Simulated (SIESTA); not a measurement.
# Ni under changes of volume

One of the cells (10.569 Å³/atom); the others are scaled copies at fixed shape and fractional positions:

```
Ni
1.0
     2.44802    0.00000    0.00000
    -1.22401    2.12005    0.00000
     0.00000    0.00000    4.07281
Ni
2
Direct
  0.66667 0.33333 0.75000
  0.33333 0.66667 0.25000
```

This isn't the form of Ni at room conditions, which is fcc.

```yaml
Program: SIESTA 5.4.2
Functional: LDA
Potentials_or_basis: PseudoDojo 0.4 standard (LDA files)
Basis: DZP (energy shift 0.003 Ry; two zetas on semicore shells)
Grid_cutoff: 800 Ry
Energy_shift: 0.003 Ry
k_mesh: 9 × 9 × 5
Occupations: fermi-dirac, width 0.05 eV
Spin: collinear spin, ferromagnetic start
Starting_moments: "[1.0, 1.0] μB"
```

```tsv
volume (Å³/atom)	energy over the lowest point (meV/atom)	pressure (GPa)	moment (μB per cell)
9.935	0.27	3.2	1.06
10.146	0.00	-2.3	1.06
10.357	6.77	-7.5	1.07
10.569	?	?	?
10.780	38.13	-15.6	1.08
10.992	61.46	-19.3	1.09
11.203	89.10	-22.2	1.10
```

**Question.** What does the run at 10.569 Å³/atom give?

**Answer.** Energy over the lowest point 19.71 meV/atom; pressure -11.8 GPa; moment 1.08 μB per cell.

Worked out: A Birch-Murnaghan fit of order 3 (a polynomial in V^(-2/3)) to the other rows has its minimum at 10.05 Å³/atom with B0 = V·E''(V) = 266 GPa and B' = 4.7 at fixed shape and positions, which overstates the stiffness. It gives 19.72 meV/atom at 10.569 Å³/atom, against the run's 19.71, and -dE/dV = -12.0 GPa, against -11.8. A straight line through the other rows of the moment, of slope 0.0321 μB per Å³/atom, gives 1.08 μB, against the run's 1.08.

Energies are extrapolated to zero smearing.

Caveats: short orbitals over semicore shells can move pressures by several GPa; the basis of atomic orbitals isn't converged, which shifts pressures, moduli and gaps.
